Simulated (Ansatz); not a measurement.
# GdN (NiAs type): a single-point run

Aim: a sound single-point run of GdN (NiAs type). The structure is shown as the input types it.

Method: DFT PBE, scalar-relativistic, plane waves, PAW, in Ansatz 0.2.0.

4 further runs of the same task are left out: 3 that didn't finish, 1 set aside as unsound or not needed. Runs told in other sessions of the task aren't counted.

## Step 1: The structure to begin with

It takes space group P6_3/mmc (No. 194, hexagonal). Conventional cell: a = 3.463 Å, b = 3.463 Å, c = 6.078 Å, α = 90.00°, β = 90.00°, γ = 120.00°. Around Gd (site symmetry -3m) lie 6 N at 2.51 Å. N (site symmetry -6m2) is surrounded by 6 Gd at 2.51 Å.

Structure file:

```xyz
4
Lattice="3.4630 0.0000 0.0000 -1.7315 2.9990 0.0000 0.0000 0.0000 6.0778" Properties=species:S:1:pos:R:3 pbc="T T T"
Gd    0.0000    0.0000    0.0000
Gd    0.0000    0.0000    3.0389
N     0.0000    1.9994    1.5195
N     1.7315    0.9997    4.5584
```

## Step 2: The calculation

input.yaml

```yaml
crystal:
  lattice:
    - [3.463000599988, 0.0, 0.0]
    - [-1.731500299994, 2.99904649291, 0.0]
    - [0.0, 0.0, 6.0778120879]
  atoms:
    - { symbol: Gd, position: [0.0, 0.0, 0.0], spin: 7.0 }
    - { symbol: Gd, position: [0.0, 0.0, 0.5], spin: 7.0 }
    - { symbol: "N", position: [0.3333333333333, 0.6666666666667, 0.25] }
    - { symbol: "N", position: [0.6666666666667, 0.3333333333333, 0.75] }
basis:
  ecutwfc: 420
  ecutrho_ratio: 4
kpoints:
  mp_grid: { grid: [10, 10, 8] }
hamiltonian:
  xc: pbe
scf:
  occupations: { method: gaussian, width: 0.05 }
  max_iter: 5
output:
  forces: true
  stress: true
magnetization:
  spin_polarized: true
```

On the command line:

```console
> ansatz run input.yaml --threads 2 --pin off --max-ram 2662MiB --backend cpu --events-out ev --progress --plain --runs-dir out
```

**Question.** How will this run end, and is anything wrong with its input?

The SCF did not converge in 5 cycles. The density residual dr2 fell from 1.13 to 0.0016 eV (threshold 1.0e-7) and was still falling. The test that failed last is that of the onsite residual, at 0.00208. Its numbers are not properties of the system.

In the input, scf.max_iter is 5. The cap on SCF cycles is too low for this system: the loop was cut off before the input and output densities agreed.

Fix: delete scf.max_iter (the default then holds).
